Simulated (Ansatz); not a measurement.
# Effective masses and thermopower of ZnTe under load (space group F-43m)

```
CELL_PARAMETERS angstrom
      0.00000     2.91286     2.91286
      2.91286     0.00000     2.91286
      2.91286     2.91286     0.00000
ATOMIC_POSITIONS crystal
  Zn 0.50000 0.50000 0.50000
  Te 0.25000 0.25000 0.25000
```

All values below come from r2SCAN with spin-orbit coupling, rigid bands (plane waves, PAW; Ansatz, an electronic-structure program). Condition of this run: hydrostatic pressure 10 GPa (the target of the relaxation). Geometry: cell and atoms relaxed with r2SCAN, then loaded as said.

```json
{
  "band_gap": "1.95 eV",
  "electron conductivity mass (300 K, dilute)": "0.35 mₑ",
  "hole conductivity mass (300 K, dilute)": "0.38 mₑ",
  "effective density of states N_c (300 K)": "3.7e19 cm⁻³",
  "effective density of states N_v (300 K)": "1.3e19 cm⁻³",
  "density_of_states_mass_electrons": "1.29 mₑ",
  "density_of_states_mass_holes": "0.63 mₑ",
  "Seebeck coefficient, n-type 1e19 cm⁻³, 300 K": "-327 μV/K",
  "Seebeck coefficient, p-type 1e19 cm⁻³, 300 K": "239 μV/K",
  "best p-type power factor at 300 K for τ = 10 fs (best axis; densities from 1e16 to 1e21 cm⁻³ tried, whether or not they can be reached)": "5.2 μW/(cm·K²) at 3e19 cm⁻³"
}
```

Rigid bands; masses and Seebeck coefficients take one relaxation time τ for all states and one kind of carrier; polarons and phonon drag are left out.
